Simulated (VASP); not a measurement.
# HgTe (F-43m) in VASP: further runs

One crystal, HgTe, is run at these levels: PBEsol; tasks: relaxation of cell and atoms.

All numbers are computed with VASP 6.6.1; they aren't measurements. Logs are shortened: lines on timing, memory, paths and dates and some standing lists are left out, and cuts for length are marked.

**1. The crystal as given**

Symmetry: F-43m, No. 216, cubic system. The conventional cell has a = 6.429 Å, b = 6.429 Å, c = 6.429 Å, α = 90.00°, β = 90.00°, γ = 90.00°. Hg (site symmetry -43m) has 4 Te at 2.78 Å as nearest neighbours. Te (site symmetry -43m) is surrounded by 4 Hg at 2.78 Å.

**2. Relaxation of cell and atoms, PBEsol**

The input, INCAR:

```
PREC = Accurate ; ENCUT = 600
EDIFF = 1E-6 ; ISMEAR = 0
SIGMA = 0.03 ; LREAL = False
LASPH = True ; NELM = 80
ALGO = Normal ; ISIF = 3
LWAVE = False ; LCHARG = False
GGA = PS ; IBRION = 2
NSW = 90 ; EDIFFG = -0.01
KPAR = 2
```

The input, KPOINTS:

```
regular mesh
0
Gamma
  10 10 10
```

The input, POSCAR:

```
HgTe
1.0
    0.0000000000      3.2145000000      3.2145000000
    3.2145000000      0.0000000000      3.2145000000
    3.2145000000      3.2145000000      0.0000000000
Hg Te
1 1
Direct
    0.0000000000      0.0000000000      0.0000000000
    0.2500000000      0.2500000000      0.2500000000
```

Potentials or basis: VASP PAW PBE potentials, release 64 (Hg, Te).

On the command line:

```console
cat potpaw_PBE.64/Hg/POTCAR potpaw_PBE.64/Te/POTCAR > POTCAR
mpirun -np 2 vasp_std > vasp.out
```

OUTCAR:

```text
PREC = Accurate
   ENCUT = 600
   EDIFF = 1E-6
   ISMEAR = 0
   LREAL = False
   LASPH = True
   NELM = 80
   ISIF = 3
   GGA = PS
   IBRION = 2
   NSW = 90
   EDIFFG = -0.01

 ion  position               nearest neighbor table
   1  0.000  0.000  0.000-   2 2.78   2 2.78   2 2.78   2 2.78
   2  0.250  0.250  0.250-   1 2.78   1 2.78   1 2.78   1 2.78

  LATTYP: Found a face centered cubic cell.
 ALAT       =     6.4290000000

  Lattice vectors:

 A1 = (   0.0000000000,   3.2145000000,   3.2145000000)
 A2 = (   3.2145000000,   0.0000000000,   3.2145000000)
 A3 = (   3.2145000000,   3.2145000000,   0.0000000000)

Analysis of symmetry for initial positions (statically):
=====================================================================
 Subroutine PRICEL returns:
 Original cell was already a primitive cell.

 Routine SETGRP: Setting up the symmetry group for a
 face centered cubic supercell.

 Subroutine GETGRP returns: Found 24 space group operations
 (whereof 24 operations were pure point group operations)
 out of a pool of 48 trial point group operations.

The static configuration has the point symmetry T_d .

Analysis of symmetry for dynamics (positions and initial velocities):
=====================================================================
 Subroutine PRICEL returns:
 Original cell was already a primitive cell.

 Routine SETGRP: Setting up the symmetry group for a
 face centered cubic supercell.

 Subroutine GETGRP returns: Found 24 space group operations
 (whereof 24 operations were pure point group operations)
 out of a pool of 48 trial point group operations.

The dynamic configuration has the point symmetry T_d .

 Subroutine INISYM returns: Found 24 space group operations
 (whereof 24 operations are pure point group operations),
 and found     1 'primitive' translations

----------------------------------------------------------------------------------------

                                     Primitive cell

  volume of cell :      66.4309

  direct lattice vectors                    reciprocal lattice vectors
     0.000000000  3.214500000  3.214500000    -0.155545186  0.155545186  0.155545186
     3.214500000  0.000000000  3.214500000     0.155545186 -0.155545186  0.155545186
     3.214500000  3.214500000  0.000000000     0.155545186  0.155545186 -0.155545186

  length of vectors
     4.545989496  4.545989496  4.545989496     0.269412165  0.269412165  0.269412165

  position of ions in fractional coordinates (direct lattice)
     0.000000000  0.000000000  0.000000000
     0.250000000  0.250000000  0.250000000

  ion indices of the primitive-cell ions
   primitive index   ion index
                 1           1
                 2           2

----------------------------------------------------------------------------------------

 KPOINTS: regular mesh

Automatic generation of k-mesh.
 Grid dimensions read from file:
 generate k-points for:   10   10   10

 Generating k-lattice:

  Cartesian coordinates                     Fractional coordinates (reciprocal lattice)
    -0.015554519  0.015554519  0.015554519     0.100000000  0.000000000  0.000000000
     0.015554519 -0.015554519  0.015554519     0.000000000  0.100000000  0.000000000
     0.015554519  0.015554519 -0.015554519     0.000000000  0.000000000  0.100000000

  Length of vectors
     0.026941216  0.026941216  0.026941216

  Shift w.r.t. Gamma in fractional coordinates (k-lattice)
     0.000000000  0.000000000  0.000000000

 Subroutine IBZKPT returns following result:
 ===========================================

 Found     47 irreducible k-points:

 Following reciprocal coordinates:
            Coordinates               Weight
  0.000000  0.000000  0.000000      1.000000
  0.100000  0.000000  0.000000      8.000000
  0.200000  0.000000  0.000000      8.000000
  0.300000  0.000000  0.000000      8.000000
  0.400000  0.000000  0.000000      8.000000
  0.500000  0.000000  0.000000      4.000000
[... 16 lines left out ...]
  0.300000  0.300000  0.000000      6.000000
  0.400000  0.300000  0.000000     24.000000
 [... further k-points ...]
   k-points           NKPTS =     47   k-points in BZ     NKDIM =     47   number of bands    NBANDS=     13
   number of dos      NEDOS =    301   number of ions     NIONS =      2
   total plane-waves  NPLWV =  46656
   dimension x,y,z NGX =    36 NGY =   36 NGZ =   36
   dimension x,y,z NGXF=    72 NGYF=   72 NGZF=   72
   ions per type =               1   1
   NGX,Y,Z   is equivalent  to a cutoff of  13.17, 13.17, 13.17 a.u.
   NGXF,Y,Z  is equivalent  to a cutoff of  26.33, 26.33, 26.33 a.u.
 SYSTEM =  unknown system
   PREC   = accura    normal or accurate (medium, high low for compatibility)
   ISTART =      0    job   : 0-new  1-cont  2-samecut
   ICHARG =      2    charge: 1-file 2-atom 10-const
   ISPIN  =      1    spin polarized calculation?
   LNONCOLLINEAR =      F non collinear calculations
   LSORBIT =      F    spin-orbit coupling
   LASPH  =      T    aspherical Exc in radial PAW
   ENCUT  =  600.0 eV  44.10 Ry    6.64 a.u.   9.08  9.08  9.08*2*pi/ulx,y,z
   NELM   =     80;   NELMIN=  2; NELMDL= -5     # of ELM steps
   EDIFF  = 0.1E-05   stopping-criterion for ELM
   LREAL  =      F    real-space projection
   EDIFFG = -.1E-01   stopping-criterion for IOM
   NSW    =     90    number of steps for IOM
   IBRION =      2    ionic relax: 0-MD 1-quasi-New 2-CG
   NFREE  =      1    steps in history (QN), initial steepest desc. (CG)
   ISIF   =      3    stress and relaxation
   ISYM   =      2    0-nonsym 1-usesym 2-fastsym
   POTIM  = 0.5000    time-step for ionic-motion
   TEBEG  =    0.0;   TEEND  =   0.0 temperature during run
   PSTRESS=    0.0 pullay stress
   NELECT =      18.0000    total number of electrons
   NUPDOWN=      -1.0000    fix difference up-down
   EMIN   =  10.00;   EMAX   =-10.00  energy-range for DOS
   EFERMI =   0.00;   METHOD = LEGACY
   ISMEAR =     0;   SIGMA  =   0.03  broadening in eV -4-tet -1-fermi 0-gaus
   EFERMI_NEDOS =   21; number of points for ismear=-14 and -15
   IALGO  =     38    algorithm
   IMIX   =      4    mixing-type and parameters
     AMIX     =   0.40;   BMIX     =  1.00
     AMIX_MAG =   1.60;   BMIX_MAG =  1.00
  volume/ion in A,a.u.               =      33.22       224.15
  Fermi-wavevector in a.u.,A,eV,Ry     =   1.059357  2.001894 15.268958  1.122237
  Thomas-Fermi vector in A             =   2.194699
   LORBIT       =      0    0 simple, 1 ext, 2 COOP (PROOUT), +10 PAW based schemes
   GGA     = PS    functional components
   LHFCALC =     F    Hartree Fock is set to
   AEXX    =    0.0000 exact exchange contribution
   IVDW    =     0    specifies the selected vdW correction
   LEPSILON=     F    determine dielectric tensor
   LRPA    =     F    only Hartree local field effects (RPA)
 conjugate gradient relaxation of ions
 non-spin polarized calculation
 Gauss-broadening in eV      SIGMA  =   0.03
  energy-cutoff  :      600.00
  volume of cell :       66.43
 maximum number of plane-waves:      2252
   NGX = 19   NGY = 19   NGZ = 19

--------------------------------------- Ionic step        1  -------------------------------------------

 number of electron      18.0000000 magnetization

 Free energy of the ion-electron system (eV)
  ---------------------------------------------------
  ext. energy  EPLUGINS =         0.00000000
  ---------------------------------------------------
  free energy    TOTEN  =        -4.36100021 eV

  energy without entropy =       -4.36095393  energy(sigma->0) =       -4.36097707

------------------------ aborting loop because EDIFF is reached ----------------------------------------

  FORCE on cell =-STRESS in cart. coord.  units (eV):
  Direction    XX          YY          ZZ          XY          YZ          ZX
  --------------------------------------------------------------------------------------
  -------------------------------------------------------------------------------------
  Total        0.7815624      0.7815624      0.7815624     -0.0000000      0.0000000      0.0000000
  in kB       18.8496777     18.8496777     18.8496777     -0.0000000      0.0000000      0.0000000
  external PRESSURE =      18.8496777 kB  Pullay stress =       0.0000000 kB
[... 57 lines left out ...]
  energy  without entropy=       -4.3742237746  energy(sigma->0) =       -4.37424691

--------------------------------------- Ionic step        3  -------------------------------------------

 number of electron      18.0000002 magnetization

 Free energy of the ion-electron system (eV)
  ---------------------------------------------------
  ext. energy  EPLUGINS =         0.00000000
  ---------------------------------------------------
  free energy    TOTEN  =        -4.37647681 eV

  energy without entropy =       -4.37643053  energy(sigma->0) =       -4.37645367

 E-fermi :   2.7101     XC(G=0):  -8.8275

 val. band max:        2.7009539981   @ k =   0.0000   0.0000   0.0000
 cond. band min:       3.1800934804   @ k =   0.1000   0.0000   0.0000
 fundamental gap:      0.4791394823
 Fermi energy:         2.7100910898

 k-point     1 :       0.0000    0.0000    0.0000
  band No.  band energies     occupation
      1      -9.1519      2.00000
      2      -4.5062      2.00000
      3      -4.5062      2.00000
      4      -4.5062      2.00000
      5      -3.9993      2.00000
      6      -3.9993      2.00000
      7       1.8399      2.00000
      8       2.7010      1.33333
      9       2.7010      1.33333
     10       2.7010      1.33333
     11       6.9246      0.00000
     12       6.9246      0.00000
     13       6.9246      0.00000
[... 353 lines left out ...]
 k-point    24 :       0.4000    0.3000    0.0000
  band No.  band energies     occupation
      1      -8.5697      2.00000
      2      -4.3579      2.00000
      3      -4.2674      2.00000
      4      -4.2394      2.00000
      5      -3.9547      2.00000
      6      -3.9090      2.00000
      7      -1.7829      2.00000
      8       0.7338      2.00000
      9       0.9187      2.00000
     10       4.7345      0.00000
     11       5.6470      0.00000
     12       9.0663      0.00000
     13       9.8170      0.00000

 [... further k-points ...]

------------------------ aborting loop because EDIFF is reached ----------------------------------------

  FORCE on cell =-STRESS in cart. coord.  units (eV):
  Direction    XX          YY          ZZ          XY          YZ          ZX
  --------------------------------------------------------------------------------------
  -------------------------------------------------------------------------------------
  Total        0.0001997      0.0001997      0.0001997      0.0000000      0.0000000      0.0000000
  in kB        0.0046262      0.0046262      0.0046262      0.0000000      0.0000000      0.0000000
  external PRESSURE =       0.0046262 kB  Pullay stress =       0.0000000 kB
[... 17 lines left out ...]
  FREE ENERGIE OF THE ION-ELECTRON SYSTEM (eV)
  ---------------------------------------------------
  free  energy   TOTEN  =        -4.3764768105 eV

  energy  without entropy=       -4.3764305318  energy(sigma->0) =       -4.37645367

 reached required accuracy - stopping structural energy minimisation
```

Wall time 69 s (2 MPI ranks of Intel Xeon Platinum 8259CL at 2.50GHz (Skylake/Cascade Lake), shared host); peak memory 0.24 GiB.

What came out:

| Property | Result |
| --- | --- |
| Free energy | -4.3765 eV |
| Relaxed volume | 34.58 Å³/atom |
| Relaxed cell | a = 4.608 Å, b = 4.608 Å, c = 4.608 Å, α = 60.00°, β = 60.00°, γ = 60.00° |
| Space group after relaxing (to 0.05 Å) | F-43m (No. 216) |
| Energy gained by relaxing | 7.7 meV/atom |
| Ionic steps | 3 |
| Pressure after relaxing | 0.0 GPa |
| Band gap on the k mesh | none (metal or under the smearing width) |

The path:
| step | energy change (eV) | largest force (eV/Å) | pressure (GPa) | volume (Å³) |
| --- | --- | --- | --- | --- |
| 1 | 0.0000 | 0.0000 | 1.88 | 66.43 |
| 2 | -0.0133 | 0.0000 | -0.63 | 70.26 |
| 3 | -0.0155 | 0.0000 | 0.00 | 69.17 |

Final structure:
```
Hg Te
1.0
     0.00000    3.25801    3.25801
     3.25801    0.00000    3.25801
     3.25801    3.25801    0.00000
Hg Te
1 1
Direct
  0.00000 0.00000 0.00000
  0.25000 0.25000 0.25000
```

Caveat: the PAW data sets were made with another functional, which shifts forces and pressure a little. Zero-point motion and thermal expansion aren't in these numbers.

**3. Relaxation of cell and atoms, PBEsol**

This run uses another cell than the first one, of 34.58 Å³/atom, 1.041 times its volume.

The input, INCAR:

```
PREC = Accurate ; ENCUT = 600
EDIFF = 1E-7 ; ISMEAR = 0
SIGMA = 0.03 ; LREAL = False
LASPH = True ; NELM = 80
ALGO = Normal ; ISIF = 3
LWAVE = False ; LCHARG = False
GGA = PS ; IBRION = 2
NSW = 90 ; EDIFFG = -0.005
KPAR = 2
```

KPOINTS is that of step 2.

The input, POSCAR:

```
HgTe                                    
1.0
   -0.0000000000      3.2580088207      3.2580088207
    3.2580088207     -0.0000000000      3.2580088207
    3.2580088207      3.2580088207      0.0000000000
  Hg              Te            
     1     1
Direct
     0.0000000000000000    0.0000000000000000    0.0000000000000000
     0.2500000000000000    0.2500000000000000    0.2500000000000000
```

Potentials or basis: VASP PAW PBE potentials, release 64 (Hg, Te).

On the command line:

```console
cat potpaw_PBE.64/Hg/POTCAR potpaw_PBE.64/Te/POTCAR > POTCAR
mpirun -np 2 vasp_std > vasp.out
```

Wall time 38 s (2 MPI ranks of Intel Xeon Platinum 8259CL at 2.50GHz (Skylake/Cascade Lake), shared host); peak memory 0.26 GiB.

It converged, with:

```
Free energy             : -4.3767 eV
Pressure after relaxing : 0.0 GPa
Band gap on the k mesh  : none (metal or under the smearing width)
```

Final structure:
```
CELL_PARAMETERS angstrom
0.00000 3.25801 3.25801
3.25801 0.00000 3.25801
3.25801 3.25801 0.00000
ATOMIC_POSITIONS crystal
Hg 0.00000 0.00000 0.00000
Te 0.25000 0.25000 0.25000
```

Levels at points of the mesh, in eV from the Fermi level:
| k point | band 7 | band 8 | band 9 | band 10 | band 11 | band 12 |
| --- | --- | --- | --- | --- | --- | --- |
| (0.00, 0.00, 0.00) | -0.87 | -0.01 | -0.01 | -0.01 | 4.21 | 4.21 |
| (0.50, 0.00, 0.00) | -5.39 | -0.96 | -0.96 | 0.63 | 4.99 | 4.99 |
| (0.50, 0.50, 0.00) | -5.35 | -2.20 | -2.20 | 1.84 | 2.43 | 8.00 |

Caveat: the relaxation stopped at its first step, so nothing moved; the PAW data sets were made with another functional, which shifts forces and pressure a little. The run has no spin-orbit coupling, so splittings on Hg, Te are missing.
